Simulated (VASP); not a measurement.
Here is a VASP 6.6.1 calculation.

INCAR

```
PREC = Accurate ; ENCUT = 520
EDIFF = 1E-6 ; ISMEAR = 0
SIGMA = 0.1 ; LREAL = F
LASPH = T ; NELM = 60
ALGO = Normal ; ISIF = 2
LWAVE = F ; LCHARG = F
METAGGA = R2SCAN ; LMIXTAU = T
```

Contents of KPOINTS:

```
Automatic mesh
0
Gamma
  16 16 16
```

The input POSCAR:

```
Zr
1.0
   -1.7613000000      1.7613000000      1.7613000000
    1.7613000000     -1.7613000000      1.7613000000
    1.7613000000      1.7613000000     -1.7613000000
Zr
1
Direct
    0.0000000000      0.0000000000      0.0000000000
```

Potentials or basis: VASP PAW PBE potentials, release 64 (Zr_sv).

Command:

```console
$ cat potpaw_PBE.64/Zr_sv/POTCAR > POTCAR
$ mpirun -np 1 vasp_std > vasp.out
```

(1) Predict the band gap on the k mesh.

(2) Predict the pressure.

Results:

(1) none (metal or under the smearing width).

(2) 4.9 GPa.

Caveat: the PAW data sets were made with another functional, which shifts forces and pressure a little.
